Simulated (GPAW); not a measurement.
# BN (F-43m) in GPAW: settings compared

Aim: see how the results for BN move with the level of theory and the settings. Levels: revTPSS, PBEsol, LDA. Tasks: band structure.

Program: GPAW 26.7.0. These are calculated values, not measurements. Logs are shortened: lines on timing, memory, paths and dates and some standing lists are left out, and cuts for length are marked. The log counts tension as positive stress, the text compression.

**Experimental background.**

From a printed reference work, monograph, for a bulk crystal of BN at 300 K: band gap 6.4 eV (indirect).

The results are compared with them further down.

## 1. The crystal as given

The structure is cubic, space group F-43m (No. 216). Conventional cell: a = 3.626 Å, b = 3.626 Å, c = 3.626 Å, α = 90.00°, β = 90.00°, γ = 90.00°. N (site symmetry -43m) has 4 B at 1.57 Å as nearest neighbours. B (site symmetry -43m) has 4 N at 1.57 Å as nearest neighbours.

The cell is a database's computed one.

## 2. Band structure, revTPSS

Contents of run.py:

```python
from ase.dft.bandgap import bandgap
from ase.io import read, write
from ase.units import GPa
from gpaw import GPAW, PW

atoms = read('BN.xyz')

calc = GPAW(mode=PW(800),
            xc='MGGA_X_REVTPSS+MGGA_C_REVTPSS',
            kpts={'size': (10, 10, 10), 'gamma': True},
            occupations={'name': 'fermi-dirac', 'width': 0.05},
            nbands=11,
            convergence={'density': 1e-05, 'energy': 1e-05},
            eigensolver='davidson',
            maxiter=150,
            txt='gpaw.txt')
atoms.calc = calc
energy = atoms.get_potential_energy()
forces = atoms.get_forces()
stress = atoms.get_stress()
calc.write('gs.gpw')
write('result.traj', atoms)
print(f'Energy: {energy:.6f} eV')
print('Forces (eV/A):')
print(forces.round(4))
print('Stress (GPa):', (stress / GPa).round(3))
print('Fermi level:', round(calc.get_fermi_level(), 4), 'eV')
print(f'Gap: {bandgap(calc)[0]:.4f} eV, direct: {bandgap(calc, direct=True)[0]:.4f} eV')

path = atoms.cell.bandpath('GXWKGLUWLK,UX', npoints=80, eps=1e-4)
bs_calc = calc.fixed_density(kpts=path, symmetry='off', nbands=18,
                             convergence={'bands': 'CBM+6.0', 'eigenstates': 1e-6}, txt='bands.txt')
bs = bs_calc.band_structure()
bs.write('bs.json')
print(f'Gap on the path: {bandgap(bs_calc)[0]:.4f} eV')
```

Contents of BN.xyz:

```xyz
2
Lattice="0.0000000000 1.8130010000 1.8130010000 1.8130010000 0.0000000000 1.8130010000 1.8130010000 1.8130010000 0.0000000000" Properties=species:S:1:pos:R:3 pbc="T T T"
N      0.9065005000      0.9065005000      0.9065005000
B      0.0000000000      0.0000000000      0.0000000000
```

Potentials or basis: GPAW PAW data sets (gpaw-data 1.2.1), pw.

The run is started by

```
$ OMP_NUM_THREADS=1 python run.py
```

gpaw.txt:

```text
__  _  _
 | _ |_)|_||  |
 |__||  | ||/\| - 26.7.0

Input parameters:
  mode=PW(ecut=800.0),
  convergence={'density': 1e-05, 'energy': 1e-05},
  eigensolver=Davidson(niter=2),
  kpts=MonkhorstPack(size=(10, 10, 10), gamma=True),
  maxiter=150,
  nbands=11,
  occupations=Occupations(name='fermi-dirac', width=0.05),
  xc=XC(name='MGGA_X_REVTPSS+MGGA_C_REVTPSS')

Diagonalizing LCAO Hamiltonian
Converting LCAO to pw mode

          N
       B

Atoms  # Å, Bohr magnetons
|   | symbol |        x |        y |        z |    initial magnetic moments |
|---|--------|----------|----------|----------|-----------------------------|
| 0 |      N | 0.906501 | 0.906501 | 0.906501 | ( 0.0000,  0.0000,  0.0000) |
| 1 |      B | 0.000000 | 0.000000 | 0.000000 | ( 0.0000,  0.0000,  0.0000) |

Unit cell  # Å
| periodic |        x |        y |        z |  lengths |    angles |
|----------|----------|----------|----------|----------|-----------|
|      yes | 0.000000 | 1.813001 | 1.813001 | 2.563971 | 60.000000 |
|      yes | 1.813001 | 0.000000 | 1.813001 | 2.563971 | 60.000000 |
|      yes | 1.813001 | 1.813001 | 0.000000 | 2.563971 | 60.000000 |

Number of symmetries: 24
Symmetry operations  # r_c * U_cc + t_c -> r_c
|    | kind |            matrix            |
|----|------|------------------------------|
|  0 |  E   |  1, 0, 0,  0, 1, 0,  0, 0, 1 |
|  1 |  σ   |  1, 0, 0,  0, 0, 1,  0, 1, 0 |
|  2 |  σ   |  1, 0,-1,  0, 1,-1,  0, 0,-1 |
|  3 |  C3  |  1, 0,-1,  0, 0,-1,  0, 1,-1 |
|  4 |  C3  |  1,-1, 0,  0,-1, 1,  0,-1, 0 |
|  5 |  σ   |  1,-1, 0,  0,-1, 0,  0,-1, 1 |
|  6 |  σ   |  0, 1, 0,  1, 0, 0,  0, 0, 1 |
|  7 |  C3  |  0, 1, 0,  0, 0, 1,  1, 0, 0 |
|  8 |  C2  |  0, 1,-1,  1, 0,-1,  0, 0,-1 |
|  9 |  S4  |  0, 1,-1,  0, 0,-1,  1, 0,-1 |
| 10 |  C3  |  0, 0, 1,  1, 0, 0,  0, 1, 0 |
| 11 |  σ   |  0, 0, 1,  0, 1, 0,  1, 0, 0 |
| 12 |  S4  |  0, 0,-1,  1, 0,-1,  0, 1,-1 |
| 13 |  C3  |  0, 0,-1,  0, 1,-1,  1, 0,-1 |
| 14 |  S4  |  0,-1, 1,  1,-1, 0,  0,-1, 0 |
| 15 |  C2  |  0,-1, 1,  0,-1, 0,  1,-1, 0 |
| 16 |  C3  |  0,-1, 0,  1,-1, 0,  0,-1, 1 |
| 17 |  S4  |  0,-1, 0,  0,-1, 1,  1,-1, 0 |
| 18 |  S4  | -1, 1, 0, -1, 0, 1, -1, 0, 0 |
| 19 |  C3  | -1, 1, 0, -1, 0, 0, -1, 0, 1 |
| 20 |  C3  | -1, 0, 1, -1, 1, 0, -1, 0, 0 |
| 21 |  S4  | -1, 0, 1, -1, 0, 0, -1, 1, 0 |
| 22 |  σ   | -1, 0, 0, -1, 1, 0, -1, 0, 1 |
| 23 |  C2  | -1, 0, 0, -1, 0, 1, -1, 1, 0 |

BZ-sampling:
  Number of BZ points: 1000
  Number of IBZ points: 47

  Monkhorst-Pack size: [10, 10, 10]
  Monkhorst-Pack shift: [0.05, 0.05, 0.05]

K-points  # in reciprocal-cell coordinates
|     |                                coordinates |     weight |
|-----|--------------------------------------------|------------|
|   0 | (  0.00000000,   0.00000000,   0.00000000) | 0.00100000 |
|   1 | (  0.10000000,   0.10000000,   0.00000000) | 0.00600000 |
|   2 | (  0.10000000,   0.10000000,   0.10000000) | 0.00800000 |
|   3 | (  0.20000000,   0.10000000,   0.10000000) | 0.01200000 |
|   4 | (  0.20000000,   0.20000000,   0.00000000) | 0.00600000 |
|   5 | (  0.20000000,   0.20000000,   0.10000000) | 0.02400000 |
|   6 | (  0.20000000,   0.20000000,   0.20000000) | 0.00800000 |
|   7 | (  0.30000000,   0.20000000,   0.10000000) | 0.02400000 |
|   8 | (  0.30000000,   0.20000000,   0.20000000) | 0.02400000 |
|   9 | (  0.30000000,   0.30000000,   0.00000000) | 0.00600000 |
| ... |                                            |            |
|  46 | (  0.50000000,   0.50000000,   0.50000000) | 0.00400000 |

Plane wave coefficients: 622
Cutoff: 800.0 eV

Spin-components: 1 (collinear spins)
Bands:           11
Projectors:      10
Spin-degeneracy: 2
Datatype:        complex128

Parallelization:
  kpt:    1
  domain: 1
  band:   1

Density:
  Valence electrons: 8.0
  Components: 1
  Grid points: [18 18 18]
  Charge: 0.0  # |e|

Potential:
  Grid points: [18 18 18]

species:
  N:
    name:    Nitrogen
    Z:       7.0
    valence: 5
    core:    2
    charge:  0.0  # [|e|]
    compensation charges:
      type: gauss
      rc: 0.18  # [Å]
      lmax: 2
    cutoffs:
      filter: 1.11  # [Å]
      core: 0.96  # [Å]
    projectors
    | kind |    occ | energy [eV] | rcut [Å] |
    |------|--------|-------------|----------|
    |   2s |  2.000 |     -18.583 |    0.603 |
    |   2p |  3.000 |      -7.089 |    0.529 |
    |    s |        |       8.629 |    0.603 |
    |    p |        |      20.123 |    0.529 |
    |    d |        |       0.000 |    0.577 |

    Using partial waves for N as LCAO basis

  B:
    name:    Boron
    Z:       5.0
    valence: 3
    core:    2
    charge:  0.0  # [|e|]
    compensation charges:
      type: gauss
      rc: 0.20  # [Å]
      lmax: 2
    cutoffs:
      filter: 1.14  # [Å]
      core: 1.38  # [Å]
    projectors
    | kind |    occ | energy [eV] | rcut [Å] |
    |------|--------|-------------|----------|
    |   2s |  2.000 |      -9.443 |    0.635 |
    |   2p |  1.000 |      -3.606 |    0.635 |
    |    s |        |      17.768 |    0.635 |
    |    p |        |      23.605 |    0.635 |
    |    d |        |       0.000 |    0.635 |

    Using partial waves for B as LCAO basis

Reference energy: -2151.211071  # eV

eigensolver:
  Davidson
  Converge bands: occupied
  niter=2

density mixing:
  MSR1-Mixer
  Pratt-step length: 0.05
  Maximum mixing coefficient: 0.75
  Old densities: 10
  SVD Regularization: 0.005
  Good broyden scale: 1.0
  Trust region scale: 1.0
  Backstep threshold: 4.0
  History deletion threshold: 6.0
  Fourier metric: weight=20.0, sigma=0.015

occupation numbers:
  Fermi-Dirac:
    width: 0.0500  # eV

poisson solver:
  ecut: 6400.0  # eV

xc functional:
  name: MGGA_X_REVTPSS+MGGA_C_REVTPSS with 2 nearest neighbor stencil

convergence criteria:
- Maximum integral of absolute [dens]ity change: 1e-05 electrons / valence electron
- Maximum [total energy] change in last 3 cyles: 1e-05 eV / valence electron
- Maximum integral of absolute [eigenst]ate change: 4e-08 eV^2 / valence electron
maximum number of iterations: 150

SCF iterations
|iter     | |      energy | eigst |  dens |
|---------|-|-------------|-------|-------|
|iter:   1| |   83.904992 | +3.31 |       |
|iter:   2| |  -20.241519 | +0.57 | -0.83 |
|iter:   3| |  -20.689918 | -1.37 | -0.73 |
|iter:   4| |  -20.469411 | -2.57 | -0.75 |
|iter:   5| |  -21.145486 | -0.79 | -0.80 |
|iter:   6| |  -26.235135 | -0.80 | -0.79 |
|iter:   7| |  -20.971331 | -1.17 | -0.40 |
|iter:   8| |  -20.111301 | -1.23 | -0.64 |
|iter:   9| |  -20.585696 | -2.81 | -0.95 |
|iter:  10| |  -20.380279 | -3.11 | -0.87 |
|iter:  11| |  -20.217382 | -2.63 | -0.93 |
|iter:  12| |  -19.958201 | -1.70 | -1.04 |
|iter:  13| |  -19.986547 | -2.76 | -1.71 |
|iter:  14| |  -19.988897 | -4.07 | -2.23 |
|iter:  15| |  -19.988884 | -5.52 | -3.00 |
|iter:  16| |  -19.988886c| -6.89 | -3.65 |
|iter:  17| |  -19.988886c| -8.10c| -4.40 |
|iter:  18| |  -19.988886c| -9.44c| -4.90 |
|iter:  19| |  -19.988886c|-11.04c| -5.93c|

Converged in 19 steps
Energy contributions relative to reference atoms: (reference = -2151.211071)

Energy contributions:
  Kinetic:          14.478521
  Coulomb:         -13.979155
  Zero:              0.080906
  External:          0.000000
  Xc:              -20.569158
  Entropy:          -0.000000
  Spinorbit:         0.000000
  ----------------------------
  Free energy:     -19.988886
  Extrapolated:    -19.988886

dipole moment: (-7.308264, -7.308264, -7.308264)  # |e|*Ang

Fermi level: 13.418
Eigenvalues  # (at kpt = [0.000, 0.000, 0.000])
| band index |      eig [eV] | occ [0-2] |
|------------|---------------|-----------|
|          0 |       -10.699 |     2.000 |
|          1 |         9.969 |     2.000 |
|          2 |         9.969 |     2.000 |
|          3 |         9.969 |     2.000 |
|          4 |        19.157 |     0.000 |
|          5 |        19.157 |     0.000 |
|          6 |        19.157 |     0.000 |
|          7 |        20.148 |     0.000 |
|          8 |        34.447 |     0.000 |
|          9 |        38.223 |     0.000 |
|         10 |        38.345 |     0.000 |

Gap: 4.324 eV
Transition (v -> c):
  (s=0, k=0, n=3, [0.00, 0.00, 0.00]) -> (s=0, k=41, n=4, [0.50, 0.50, 0.00])
Direct/indirect transitions are different
Direct gap: 9.188 eV
Transition at: (s=0, k=0, n=3, [0.00, 0.00, 0.00])

Forces  # eV/Ang
|        x |       y |        z |
|----------|---------|----------|
|  0.00000 | 0.00000 |  0.00000 |  # N    0
| -0.00000 | 0.00000 | -0.00000 |  # B    1

Stress tensor  # eV/Ang^3
|        x |        y |        z |
|----------|----------|----------|
| 0.025450 | 0.000000 | 0.000000 |
| 0.000000 | 0.025450 | 0.000000 |
| 0.000000 | 0.000000 | 0.025450 |

# Writing to gs.gpw (mode='')
```

It took 77 s on 1 thread of Arm Neoverse V1, shared host; peak memory 0.2 GiB.

What came out:

```yaml
Free_energy: -19.9889 eV
Pressure: -4.1 GPa
Band_gap_on_the_k_mesh: 4.32 eV, indirect (least direct gap 9.19 eV)
Band_gap_along_the_path: 4.32 eV, indirect (least direct gap 9.19 eV)
```

Levels at the corners of the path, in eV from the valence-band top:
```
point  band 2  band 3  band 4  band 5  band 6  band 7
    Γ    0.00    0.00    0.00    9.19    9.19    9.19
    X   -9.03   -4.91   -4.91    4.32    9.28   18.39
    W   -7.67   -7.03   -6.56    9.54   13.60   14.61
    K   -8.23   -7.73   -4.08    6.86   13.00   16.24
    Γ    0.00    0.00    0.00    9.19    9.19    9.19
    L  -10.82   -1.93   -1.93   10.18   11.02   11.02
    U   -8.23   -7.73   -4.08    6.86   13.00   16.24
    W   -7.67   -7.03   -6.56    9.54   13.60   14.61
    L  -10.82   -1.93   -1.93   10.18   11.02   11.02
    K   -8.23   -7.73   -4.08    6.86   13.00   16.24
    U   -8.23   -7.73   -4.08    6.86   13.00   16.24
    X   -9.03   -4.91   -4.91    4.32    9.28   18.39
```

Caveat: the PAW data sets were made with another functional, which shifts forces and pressure a little.

## 3. Band structure, PBEsol

Edit run.py of step 2 so:

```diff
@@ -1,10 +1,19 @@
+from ase import Atoms
 from ase.dft.bandgap import bandgap
-from ase.io import read, write
+from ase.io import write
 from ase.units import GPa
-from gpaw import GPAW, PW
+from gpaw import GPAW, PW, setup_paths
 
-atoms = read('BN.xyz')
+setup_paths.insert(0, '.')
+
+atoms = Atoms(['N', 'B'],
+              cell=[[0.0, 1.813001, 1.813001],
+                    [1.813001, 0.0, 1.813001],
+                    [1.813001, 1.813001, 0.0]],
+              scaled_positions=[[0.25, 0.25, 0.25],
+                                [0.0, 0.0, 0.0]],
+              pbc=True)
 
 calc = GPAW(mode=PW(800),
-            xc='MGGA_X_REVTPSS+MGGA_C_REVTPSS',
+            xc='PBEsol',
             kpts={'size': (10, 10, 10), 'gamma': True},
@@ -13,3 +22,2 @@
             convergence={'density': 1e-05, 'energy': 1e-05},
-            eigensolver='davidson',
             maxiter=150,
@@ -29,3 +37,3 @@
 
-path = atoms.cell.bandpath('GXWKGLUWLK,UX', npoints=80, eps=1e-4)
+path = atoms.cell.bandpath('GXWKGLUWLK,UX', npoints=60, eps=1e-4)
 bs_calc = calc.fixed_density(kpts=path, symmetry='off', nbands=18,
```

Potentials or basis: PAW data sets generated in the run's folder for this functional, pw.

The run is started by

```
$ gpaw-setup -f PBEsol B N
$ OMP_NUM_THREADS=1 python run.py
```

Run time: 18 s. Hardware: 1 thread of Arm Neoverse V1, shared host; peak memory 0.16 GiB.

It converged, with:

```
Free energy             : -18.4532 eV
Pressure                : -7.5 GPa
Band gap on the k mesh  : 4.28 eV, indirect (least direct gap 8.73 eV)
Band gap along the path : 4.28 eV, indirect (least direct gap 8.73 eV)
```

Levels at the corners of the path, in eV from the valence-band top:
```
point  band 1  band 2  band 3  band 4  band 5  band 6  band 7  band 8
    Γ  -20.14    0.00    0.00    0.00    8.73    8.73    8.73   10.13
    X  -14.55   -8.91   -4.89   -4.89    4.28    9.04   17.75   17.75
    W  -14.23   -7.56   -6.98   -6.52    9.40   13.16   14.28   14.51
    K  -14.46   -8.11   -7.68   -4.07    6.73   12.68   15.67   16.51
    Γ  -20.14    0.00    0.00    0.00    8.73    8.73    8.73   10.13
    L  -15.92  -10.70   -1.93   -1.93    9.98   10.58   10.58   14.99
    U  -14.46   -8.11   -7.68   -4.07    6.73   12.68   15.67   16.51
    W  -14.23   -7.56   -6.98   -6.52    9.40   13.16   14.28   14.51
    L  -15.92  -10.70   -1.93   -1.93    9.98   10.58   10.58   14.99
    K  -14.46   -8.11   -7.68   -4.07    6.73   12.68   15.67   16.51
    U  -14.46   -8.11   -7.68   -4.07    6.73   12.68   15.67   16.51
    X  -14.55   -8.91   -4.89   -4.89    4.28    9.04   17.75   17.75
```

## 4. Band structure, LDA

Edit run.py of step 3 so:

```diff
@@ -1,4 +1,4 @@
-from ase import Atoms
 from ase.dft.bandgap import bandgap
 from ase.io import write
+from ase.spacegroup import crystal
 from ase.units import GPa
@@ -8,12 +8,13 @@
 
-atoms = Atoms(['N', 'B'],
-              cell=[[0.0, 1.813001, 1.813001],
-                    [1.813001, 0.0, 1.813001],
-                    [1.813001, 1.813001, 0.0]],
-              scaled_positions=[[0.25, 0.25, 0.25],
-                                [0.0, 0.0, 0.0]],
-              pbc=True)
+# N 4d
+# B 4a
+atoms = crystal(['N', 'B'],
+                basis=[[0.25, 0.25, 0.75],
+                       [0.0, 0.0, 0.0]],
+                spacegroup=216, setting=1,  # F-43m
+                cellpar=[3.626002, 3.626002, 3.626002, 90.0, 90.0, 90.0],
+                primitive_cell=True)
 
 calc = GPAW(mode=PW(800),
-            xc='PBEsol',
+            xc='LDA',
             kpts={'size': (10, 10, 10), 'gamma': True},
@@ -37,3 +38,3 @@
 
-path = atoms.cell.bandpath('GXWKGLUWLK,UX', npoints=60, eps=1e-4)
+path = atoms.cell.bandpath('GXWKGLUWLK,UX', npoints=100, eps=1e-4)
 bs_calc = calc.fixed_density(kpts=path, symmetry='off', nbands=18,
```

The run is started by

```
$ gpaw-setup -f LDA B N
$ OMP_NUM_THREADS=1 python run.py
```

It took 23 s on 1 thread of Arm Neoverse V1, shared host; peak memory 0.18 GiB.

The run converged. Its results:

```
Free energy             : -19.4750 eV
Pressure                : -15.5 GPa
Band gap on the k mesh  : 4.35 eV, indirect (least direct gap 8.65 eV)
Band gap along the path : 4.35 eV, indirect (least direct gap 8.65 eV)
```

Levels at the corners of the path, in eV from the valence-band top:
```tsv
point	band 1	band 2	band 3	band 4	band 5	band 6	band 7	band 8
Γ	-19.97	0.00	0.00	0.00	8.65	8.65	8.65	10.30
X	-14.36	-8.83	-4.88	-4.88	4.35	9.10	17.57	17.57
W	-14.04	-7.47	-6.96	-6.50	9.40	13.13	14.20	14.52
K	-14.27	-8.03	-7.66	-4.06	6.78	12.69	15.54	16.40
Γ	-19.97	0.00	0.00	0.00	8.65	8.65	8.65	10.30
L	-15.73	-10.63	-1.93	-1.93	10.10	10.53	10.53	14.93
U	-14.27	-8.03	-7.66	-4.06	6.78	12.69	15.54	16.40
W	-14.04	-7.47	-6.96	-6.50	9.40	13.13	14.20	14.52
L	-15.73	-10.63	-1.93	-1.93	10.10	10.53	10.53	14.93
K	-14.27	-8.03	-7.66	-4.06	6.78	12.69	15.54	16.40
U	-14.27	-8.03	-7.66	-4.06	6.78	12.69	15.54	16.40
X	-14.36	-8.83	-4.88	-4.88	4.35	9.10	17.57	17.57
```

Caveat: so large a pressure means that the cell lies far from this level's equilibrium, or that cutoff or potentials fall short.

## 5. The runs side by side

```csv
level,potentials or basis,eigensolver,band points,gap on the mesh (eV),pressure (GPa)
revTPSS,"GPAW PAW data sets (gpaw-data 1.2.1), pw",davidson,80,4.32,-4.1
PBEsol,"PAW data sets generated in the run's folder for this functional, pw",-,60,4.28,-7.5
LDA,"PAW data sets generated in the run's folder for this functional, pw",-,100,4.35,-15.5
```

Alike in all rows: task band structure; no spin polarisation; cell as given; k mesh 10 × 10 × 10; cutoff (eV) 800; smearing fermi-dirac 0.05 eV.

Caveats: the PAW data sets were made with another functional, which shifts forces and pressure a little (some runs); so large a pressure means that the cell lies far from this level's equilibrium, or that cutoff or potentials fall short (some runs).

Total energies depend on the potentials used, so only differences within one code and one set of settings carry meaning.

## 6. Against experiment

Step 2. A measured gap of BN is 6.4 eV (indirect; 300 K; a printed reference work, monograph); the calculated 4.32 eV misses it by -2.08 eV. The value is that of revTPSS, without temperature or zero-point motion. The cell is a database's relaxed one, not the measured one, which moves gaps too.

Step 3. Measured gap of BN: 6.4 eV (indirect; 300 K; a printed reference work, monograph). This calculation gives 4.28 eV (-2.12 eV). The value is that of PBEsol, without temperature or zero-point motion. Semilocal functionals fall short of measured gaps as a rule. The cell is a database's relaxed one, not the measured one, which moves gaps too.

Step 4. A measured gap of BN is 6.4 eV (indirect; 300 K; a printed reference work, monograph); the calculated 4.35 eV misses it by -2.05 eV. The value is that of LDA, without temperature or zero-point motion. Semilocal functionals fall short of measured gaps as a rule. The cell is a database's relaxed one, not the measured one, which moves gaps too.
